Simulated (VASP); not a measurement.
# CaSe (Fm-3m) in VASP: further runs

Aim: see how the results for CaSe move with the level of theory and the settings. Levels: PBE, LDA, r2SCAN. Tasks: phonons, dielectric tensor, band structure.

Everything below comes from runs of VASP 6.6.1. Logs are shortened: lines on timing, memory, paths and dates and some standing lists are left out, and cuts for length are marked.

**Experimental background.**

A printed reference work, monograph, original work of 1988 reports, for a bulk crystal of CaSe at 2 K: band gap 3.85 eV (indirect).

The runs below are set against these values where they give the same quantity.

### Step 1. The crystal as given

It takes space group Fm-3m (No. 225, cubic). The conventional cell has a = 5.965 Å, b = 5.965 Å, c = 5.965 Å, α = 90.00°, β = 90.00°, γ = 90.00°. Around Ca (site symmetry m-3m) lie 6 Se at 2.98 Å. Se (site symmetry m-3m) is surrounded by 6 Ca at 2.98 Å.

### Step 2. Phonons, PBE

File POSCAR:

```
CaSe
1.0
    0.0000000000      2.9826944822      2.9826944822
    2.9826944822      0.0000000000      2.9826944822
    2.9826944822      2.9826944822      0.0000000000
  Ca              Se
     1     1
Direct
     0.0000000000000000    0.0000000000000000    0.0000000000000000
     0.5000000000000000    0.5000000000000000    0.5000000000000000
```

File INCAR.step1:

```
SYSTEM = CaSe
PREC     = Accurate       ! precision mode
ENCUT    = 600            ! plane-wave cutoff, eV
EDIFF    = 1E-8           ! SCF threshold, eV
ISMEAR   = 0              ! smearing method
SIGMA    = 0.03           ! smearing width, eV
LREAL    = .FALSE.        ! projectors in reciprocal space
LASPH    = .TRUE.         ! aspherical terms in the spheres
NELM     = 80             ! most SCF steps
ALGO     = Fast           ! electronic algorithm
ISIF     = 3              ! what is computed and relaxed
LWAVE    = .FALSE.        ! write WAVECAR
LCHARG   = .FALSE.        ! write CHGCAR
GGA      = PE             ! functional
IBRION   = 2              ! ionic algorithm
NSW      = 40             ! ionic steps
EDIFFG   = -0.002         ! ionic threshold
```

File INCAR.step2:

```
SYSTEM = CaSe
PREC     = Accurate       ! precision mode
ENCUT    = 600            ! plane-wave cutoff, eV
EDIFF    = 1E-8           ! SCF threshold, eV
ISMEAR   = 0              ! smearing method
SIGMA    = 0.03           ! smearing width, eV
LREAL    = .FALSE.        ! projectors in reciprocal space
LASPH    = .TRUE.         ! aspherical terms in the spheres
NELM     = 80             ! most SCF steps
ALGO     = Fast           ! electronic algorithm
ISIF     = 2              ! what is computed and relaxed
LWAVE    = .FALSE.        ! write WAVECAR
LCHARG   = .FALSE.        ! write CHGCAR
GGA      = PE             ! functional
IBRION   = 6              ! ionic algorithm
NFREE    = 2            
POTIM    = 0.015          ! step
NSW      = 1              ! ionic steps
```

File KPOINTS:

```
Automatic mesh
0
G
  8 8 8
  0 0 0
```

Potentials or basis: VASP PAW PBE potentials, release 64 (Ca_sv, Se).

The run is started by

```
cat potpaw_PBE.64/Ca_sv/POTCAR potpaw_PBE.64/Se/POTCAR > POTCAR
cp INCAR.step1 INCAR
mpirun -np 1 vasp_std > vasp.out
cp CONTCAR POSCAR
cp INCAR.step2 INCAR
mpirun -np 1 vasp_std > vasp.out
```

OUTCAR:

```text
SYSTEM = CaSe
   PREC = Accurate
   ENCUT = 600
   EDIFF = 1E-8
   ISMEAR = 0
   LREAL = .FALSE.
   LASPH = .TRUE.
   NELM = 80
   ISIF = 2
   GGA = PE
   IBRION = 6
   NFREE = 2
   POTIM = 0.015
   NSW = 1

 ion  position               nearest neighbor table
   1  0.000  0.000  0.000-   2 2.98   2 2.98   2 2.98   2 2.98   2 2.98   2 2.98
   2  0.500  0.500  0.500-   1 2.98   1 2.98   1 2.98   1 2.98   1 2.98   1 2.98

  LATTYP: Found a face centered cubic cell.
 ALAT       =     5.9653889644

  Lattice vectors:

 A1 = (   0.0000000000,   2.9826944822,   2.9826944822)
 A2 = (   2.9826944822,   0.0000000000,   2.9826944822)
 A3 = (   2.9826944822,   2.9826944822,   0.0000000000)

Analysis of symmetry for initial positions (statically):
=====================================================================
 Subroutine PRICEL returns:
 Original cell was already a primitive cell.

 Routine SETGRP: Setting up the symmetry group for a
 face centered cubic supercell.

 Subroutine GETGRP returns: Found 48 space group operations
 (whereof 48 operations were pure point group operations)
 out of a pool of 48 trial point group operations.

The static configuration has the point symmetry O_h .

Analysis of symmetry for dynamics (positions and initial velocities):
=====================================================================
 Subroutine PRICEL returns:
 Original cell was already a primitive cell.

 Routine SETGRP: Setting up the symmetry group for a
 face centered cubic supercell.

 Subroutine GETGRP returns: Found 48 space group operations
 (whereof 48 operations were pure point group operations)
 out of a pool of 48 trial point group operations.

The dynamic configuration has the point symmetry O_h .

 Subroutine INISYM returns: Found 48 space group operations
 (whereof 48 operations are pure point group operations),
 and found     1 'primitive' translations

----------------------------------------------------------------------------------------

                                     Primitive cell

  volume of cell :      53.0709

  direct lattice vectors                    reciprocal lattice vectors
     0.000000000  2.982694482  2.982694482    -0.167633662  0.167633662  0.167633662
     2.982694482  0.000000000  2.982694482     0.167633662 -0.167633662  0.167633662
     2.982694482  2.982694482  0.000000000     0.167633662  0.167633662 -0.167633662

  length of vectors
     4.218166989  4.218166989  4.218166989     0.290350020  0.290350020  0.290350020

  position of ions in fractional coordinates (direct lattice)
     0.000000000  0.000000000  0.000000000
     0.500000000  0.500000000  0.500000000

  ion indices of the primitive-cell ions
   primitive index   ion index
                 1           1
                 2           2

----------------------------------------------------------------------------------------

 KPOINTS: Automatic mesh

Automatic generation of k-mesh.
 Grid dimensions read from file:
 generate k-points for:    8    8    8

 Generating k-lattice:

  Cartesian coordinates                     Fractional coordinates (reciprocal lattice)
    -0.020954208  0.020954208  0.020954208     0.125000000  0.000000000  0.000000000
     0.020954208 -0.020954208  0.020954208     0.000000000  0.125000000  0.000000000
     0.020954208  0.020954208 -0.020954208     0.000000000  0.000000000  0.125000000

  Length of vectors
     0.036293753  0.036293753  0.036293753

  Shift w.r.t. Gamma in fractional coordinates (k-lattice)
[... 64 lines left out ...]
   NUPDOWN=      -1.0000    fix difference up-down
   EMIN   =  10.00;   EMAX   =-10.00  energy-range for DOS
   EFERMI =   0.00;   METHOD = LEGACY
   ISMEAR =     0;   SIGMA  =   0.03  broadening in eV -4-tet -1-fermi 0-gaus
   EFERMI_NEDOS =   21; number of points for ismear=-14 and -15
   IALGO  =     68    algorithm
   IMIX   =      4    mixing-type and parameters
     AMIX     =   0.40;   BMIX     =  1.00
     AMIX_MAG =   1.60;   BMIX_MAG =  1.00
  volume/ion in A,a.u.               =      26.54       179.07
  Fermi-wavevector in a.u.,A,eV,Ry     =   1.097731  2.074411 16.395212  1.205014
  Thomas-Fermi vector in A             =   2.234096
   LORBIT       =      0    0 simple, 1 ext, 2 COOP (PROOUT), +10 PAW based schemes
   GGA     = PE    functional components
   LHFCALC =     F    Hartree Fock is set to
   AEXX    =    0.0000 exact exchange contribution
   IVDW    =     0    specifies the selected vdW correction
   LEPSILON=     F    determine dielectric tensor
   LRPA    =     F    only Hartree local field effects (RPA)
 finite differences with symmetry
 non-spin polarized calculation
 RMM-DIIS sequential band-by-band and
 Gauss-broadening in eV      SIGMA  =   0.03
  energy-cutoff  :      600.00
  volume of cell :       53.07
 maximum number of plane-waves:      1807
 NGX is ok and might be reduce to    36
   NGX = 17   NGY = 17   NGZ = 17

--------------------------------------- Ionic step        1  -------------------------------------------

 number of electron      16.0000001 magnetization

 Free energy of the ion-electron system (eV)
  ---------------------------------------------------
  ext. energy  EPLUGINS =         0.00000000
  ---------------------------------------------------
  free energy    TOTEN  =        -9.48616533 eV

  energy without entropy =       -9.48616533  energy(sigma->0) =       -9.48616533

------------------------ aborting loop because EDIFF is reached ----------------------------------------

  FORCE on cell =-STRESS in cart. coord.  units (eV):
  Direction    XX          YY          ZZ          XY          YZ          ZX
  --------------------------------------------------------------------------------------
  -------------------------------------------------------------------------------------
  Total        0.0004629      0.0004629      0.0004629      0.0000000      0.0000000     -0.0000000
  in kB        0.0139741      0.0139741      0.0139741      0.0000000      0.0000000     -0.0000000
  external PRESSURE =       0.0139741 kB  Pullay stress =       0.0000000 kB
[... 131 lines left out ...]
--------------------------------------- Ionic step        5  -------------------------------------------

 number of electron      16.0000001 magnetization

 Free energy of the ion-electron system (eV)
  ---------------------------------------------------
  ext. energy  EPLUGINS =         0.00000000
  ---------------------------------------------------
  free energy    TOTEN  =        -9.06368876 eV

  energy without entropy =       -9.06356455  energy(sigma->0) =       -9.06362665

 E-fermi :   4.5626     XC(G=0):  -9.0558

 val. band max:        4.5423073216   @ k =   0.3750   0.3750   0.0000
 cond. band min:       4.7885159256   @ k =   0.0000   0.5000   0.3750
 fundamental gap:      0.2462086040
 Fermi energy:         4.5626270352

 k-point     1 :       0.0000    0.0000    0.0000
  band No.  band energies     occupation
      1     -37.5168      2.00000
      2     -18.5087      2.00000
      3     -18.5086      2.00000
      4     -18.5086      2.00000
      5      -9.4823      2.00000
      6       2.2360      2.00000
      7       2.2363      2.00000
      8       2.2363      2.00000
      9       5.4666      0.00000
     10       5.9989      0.00000
     11       5.9994      0.00000
     12       5.9994      0.00000
[... 331 lines left out ...]
 k-point    24 :      -0.3750    0.2500    0.1250
  band No.  band energies     occupation
      1     -37.5100      2.00000
      2     -18.5916      2.00000
      3     -18.5382      2.00000
      4     -18.5239      2.00000
      5      -8.8450      2.00000
      6      -0.4960      2.00000
      7       0.6753      2.00000
      8       1.0568      2.00000
      9       6.7221      0.00000
     10       7.0081      0.00000
     11       7.9470      0.00000
     12       8.1947      0.00000

 [... further k-points ...]

------------------------ aborting loop because EDIFF is reached ----------------------------------------

  FORCE on cell =-STRESS in cart. coord.  units (eV):
  Direction    XX          YY          ZZ          XY          YZ          ZX
  --------------------------------------------------------------------------------------
  -------------------------------------------------------------------------------------
  Total        0.0134888      0.0028845      0.0028845     -0.0000000      0.0000000      0.0000000
  in kB        0.4072178      0.0870820      0.0870820     -0.0000000      0.0000000      0.0000000
  external PRESSURE =       0.1937939 kB  Pullay stress =       0.0000000 kB
[... 17 lines left out ...]
  FREE ENERGIE OF THE ION-ELECTRON SYSTEM (eV)
  ---------------------------------------------------
  free  energy   TOTEN  =        -9.0636887583 eV

  energy  without entropy=       -9.0635645478  energy(sigma->0) =       -9.06362665

 INTERNAL STRAIN TENSORS FROM DISPLACED ATOMS
 ============================================

 INTERNAL STRAIN TENSOR FOR ION    1 for displacements in x,y,z  (eV/Angst):
          X           Y           Z          XY          YZ          ZX
  --------------------------------------------------------------------------------
  x     0.00000     0.00000     0.00000     0.00000     0.00000     0.00000
  y     0.00000     0.00000     0.00000     0.00000     0.00000     0.00000
  z     0.00000     0.00000     0.00000     0.00000     0.00000     0.00000

 INTERNAL STRAIN TENSOR FOR ION    2 for displacements in x,y,z  (eV/Angst):
          X           Y           Z          XY          YZ          ZX
  --------------------------------------------------------------------------------
  x     0.00000     0.00000     0.00000     0.00000     0.00000     0.00000
  y     0.00000     0.00000     0.00000     0.00000     0.00000     0.00000
  z     0.00000     0.00000     0.00000     0.00000     0.00000     0.00000

 Eigenvectors and eigenvalues of the dynamical matrix
 ----------------------------------------------------

   1 f  =    5.097984 THz    32.031579 2PiTHz  170.050449 cm-1    21.083559 meV
             X         Y         Z           dx          dy          dz
      0.000000  0.000000  0.000000     0.000000    0.810910    0.000000
      2.982694  2.982694  2.982694     0.000000   -0.585171    0.000000
[... 21 lines left out ...]
   6 f/i=    0.030913 THz     0.194235 2PiTHz    1.031160 cm-1     0.127847 meV
             X         Y         Z           dx          dy          dz
      0.000000  0.000000  0.000000     0.000000    0.000000   -0.585171
      2.982694  2.982694  2.982694     0.000000    0.000000   -0.810910

 ELASTIC MODULI CONTR FROM IONIC RELAXATION (kBar)
 Direction    XX          YY          ZZ          XY          YZ          ZX
 --------------------------------------------------------------------------------
 XX           0.0000      0.0000      0.0000      0.0000      0.0000      0.0000
 YY           0.0000      0.0000      0.0000      0.0000      0.0000      0.0000
 ZZ           0.0000      0.0000      0.0000      0.0000      0.0000      0.0000
 XY           0.0000      0.0000      0.0000      0.0000      0.0000      0.0000
 YZ           0.0000      0.0000      0.0000      0.0000      0.0000      0.0000
 ZX           0.0000      0.0000      0.0000      0.0000      0.0000      0.0000
 --------------------------------------------------------------------------------
```

Run time: 4.3 min. Hardware: 1 thread of Intel Xeon 6975P-C (Granite Rapids), shared host; peak memory 0.27 GiB.

Results:

```
Highest phonon frequency at Γ, LO-TO splitting left out : 170 cm⁻¹
```

Phonon frequencies in cm⁻¹ (negative: imaginary):
| q point | frequencies |
| --- | --- |
| (0.000, 0.000, 0.000) | -1 -1 -1 170 170 170 |

### Step 3. Dielectric tensor, PBE

File INCAR:

```
SYSTEM = CaSe
PREC     = Accurate       ! precision mode
ENCUT    = 600            ! plane-wave cutoff, eV
EDIFF    = 1E-8           ! SCF threshold, eV
ISMEAR   = 0              ! smearing method
SIGMA    = 0.03           ! smearing width, eV
LREAL    = .FALSE.        ! projectors in reciprocal space
LASPH    = .TRUE.         ! aspherical terms in the spheres
NELM     = 80             ! most SCF steps
ALGO     = Fast           ! electronic algorithm
ISIF     = 2              ! what is computed and relaxed
LWAVE    = .FALSE.        ! write WAVECAR
LCHARG   = .FALSE.        ! write CHGCAR
GGA      = PE             ! functional
LEPSILON = .TRUE.         ! dielectric tensor by DFPT
```

File KPOINTS:

```
Automatic mesh
0
Monkhorst
  14 14 14
  0 0 0
```

Changes to POSCAR since step 2:

```diff
@@ -1,2 +1,2 @@
-CaSe
+CaSe                                    
 1.0
@@ -5,3 +5,3 @@
     2.9826944822      2.9826944822      0.0000000000
-  Ca              Se
+  Ca              Se            
      1     1
```

Potentials or basis: VASP PAW PBE potentials, release 64 (Ca_sv, Se).

The run is started by

```
cat potpaw_PBE.64/Ca_sv/POTCAR potpaw_PBE.64/Se/POTCAR > POTCAR
mpirun -np 1 vasp_std > vasp.out
```

OUTCAR:

```text
SYSTEM = CaSe
   PREC = Accurate
   ENCUT = 600
   EDIFF = 1E-8
   ISMEAR = 0
   LREAL = .FALSE.
   LASPH = .TRUE.
   NELM = 80
   ISIF = 2
   GGA = PE
   LEPSILON = .TRUE.

 ion  position               nearest neighbor table
   1  0.000  0.000  0.000-   2 2.98   2 2.98   2 2.98   2 2.98   2 2.98   2 2.98
   2  0.500  0.500  0.500-   1 2.98   1 2.98   1 2.98   1 2.98   1 2.98   1 2.98

  LATTYP: Found a face centered cubic cell.
 ALAT       =     5.9653889644

  Lattice vectors:

 A1 = (   0.0000000000,   2.9826944822,   2.9826944822)
 A2 = (   2.9826944822,   0.0000000000,   2.9826944822)
 A3 = (   2.9826944822,   2.9826944822,   0.0000000000)

Analysis of symmetry for initial positions (statically):
=====================================================================
 Subroutine PRICEL returns:
 Original cell was already a primitive cell.

 Routine SETGRP: Setting up the symmetry group for a
 face centered cubic supercell.

 Subroutine GETGRP returns: Found 48 space group operations
 (whereof 48 operations were pure point group operations)
 out of a pool of 48 trial point group operations.

The static configuration has the point symmetry O_h .

Analysis of symmetry for dynamics (positions and initial velocities):
=====================================================================
 Subroutine PRICEL returns:
 Original cell was already a primitive cell.

 Routine SETGRP: Setting up the symmetry group for a
 face centered cubic supercell.

 Subroutine GETGRP returns: Found 48 space group operations
 (whereof 48 operations were pure point group operations)
 out of a pool of 48 trial point group operations.
[... 541 lines left out ...]

  energy  without entropy=       -9.4862235533  energy(sigma->0) =       -9.48622355

 HEAD OF MICROSCOPIC STATIC DIELECTRIC TENSOR (INDEPENDENT PARTICLE, excluding Hartree and local field effects)
 ------------------------------------------------------
           6.066023     0.000000    -0.000000
           0.000000     6.066023     0.000000
          -0.000000     0.000000     6.066023
 ------------------------------------------------------

 Free energy of the ion-electron system (eV)
  ---------------------------------------------------
  ---------------------------------------------------
  free energy    TOTEN  =        -0.76474624 eV

  energy without entropy =       -0.76474624

------------------------ aborting loop because EDIFF is reached ----------------------------------------

--------------------------------------- Ionic step        2  -------------------------------------------

------------------------ aborting loop because EDIFF is reached ----------------------------------------

--------------------------------------- Ionic step        3  -------------------------------------------

 Free energy of the ion-electron system (eV)
  ---------------------------------------------------
  ---------------------------------------------------
  free energy    TOTEN  =        -0.76474625 eV

  energy without entropy =       -0.76474625

------------------------ aborting loop because EDIFF is reached ----------------------------------------

 PIEZOELECTRIC TENSOR FIELD DIRECTION 3  (e Angst)
 -----------------------------------------------------------------------------
    -0.00033  0.00000  0.00000           (  0.00000  0.00000  0.00000)
     0.00000 -0.00033 -0.00000           (  0.00000  0.00000 -0.00000)
    -0.00000  0.00000 -0.00105           (  0.00000 -0.00000  0.00002)

 PIEZOELECTRIC TENSOR FIELD DIRECTION 3  (C/m^2)
 -----------------------------------------------------------------------------
    -0.00010  0.00000  0.00000
     0.00000 -0.00010 -0.00000
    -0.00000  0.00000 -0.00032

 MACROSCOPIC STATIC DIELECTRIC TENSOR (including local field effects in DFT)
 ------------------------------------------------------
           5.619303     0.000000     0.000000
          -0.000000     5.619303     0.000000
           0.000000     0.000000     5.619303
 ------------------------------------------------------

 PIEZOELECTRIC TENSOR (including local field effects)  for field in x, y, z        (e  Angst)
          XX          YY          ZZ          XY          YZ          ZX
  --------------------------------------------------------------------------------
  x     0.00000     0.00000     0.00000     0.00000     0.00000     0.00000
  y     0.00000     0.00000     0.00000     0.00000     0.00000     0.00000
  z     0.00000     0.00000     0.00000     0.00000     0.00000     0.00000

 PIEZOELECTRIC TENSOR (including local field effects)  for field in x, y, z        (C/m^2)
          XX          YY          ZZ          XY          YZ          ZX
  --------------------------------------------------------------------------------
  x     0.00000     0.00000     0.00000     0.00000     0.00000     0.00000
  y     0.00000     0.00000     0.00000     0.00000     0.00000     0.00000
  z     0.00000     0.00000     0.00000     0.00000     0.00000     0.00000

 BORN EFFECTIVE CHARGES (including local field effects) (in |e|, cummulative output)
 ---------------------------------------------------------------------------------
 ion    1
    1     2.37903     0.00000     0.00000
    2     0.00000     2.37903     0.00000
    3     0.00000     0.00000     2.37903
 ion    2
    1    -2.37903     0.00000     0.00000
    2     0.00000    -2.37903     0.00000
    3     0.00000     0.00000    -2.37903
```

Wall time 44 min (1 thread of Intel Xeon 6975P-C (Granite Rapids), shared host); peak memory 1.5 GiB.

Results:

| Property | Result |
| --- | --- |
| Electronic dielectric tensor (diagonal) | 5.62 |
| Born charges (mean of the diagonal) | Ca +2.38; Se -2.38 e |

Electronic dielectric tensor:
```
5.62 0.00 0.00
0.00 5.62 0.00
0.00 0.00 5.62
```

Born effective charge tensors (e):
atom 1, Ca
```
2.38 0.00 0.00
0.00 2.38 0.00
0.00 0.00 2.38
```
atom 2, Se
```
-2.38  0.00  0.00
 0.00 -2.38  0.00
 0.00  0.00 -2.38
```

[end of part 1 of 2]
